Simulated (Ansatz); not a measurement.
Program: Ansatz. Geometries: PBE0-D4/def2-TZVP. ΔE: electronic, gas phase. CCSD(T)/CBS adds triple-zeta CCSD(T) − MP2 to the extrapolated MP2 energy (def2 sets, frozen cores). One conformer a species, not always the lowest.

Consider the formal exchange of groups at a C–C bond: `C=CC(=C)CC` + `C=CCC` → `C=CCCCC` + `C=CC=C`.

```
     species  MP2/def2-TZVPP energy (Eh)
`C=CC(=C)CC`                  -234.08055
     `C=CCC`                  -156.85004
   `C=CCCCC`                  -235.29550
    `C=CC=C`                  -155.63036
```

**Question.** Work out ΔE.

**Answer.** ΔE = (-235.29550) + (-155.63036) − (-234.08055) − (-156.85004) = 0.00473 Eh = +12.4 kJ/mol. CCSD(T)/CBS gives +9.7 kJ/mol.

Largest T1 diagnostic among the species: 0.011.
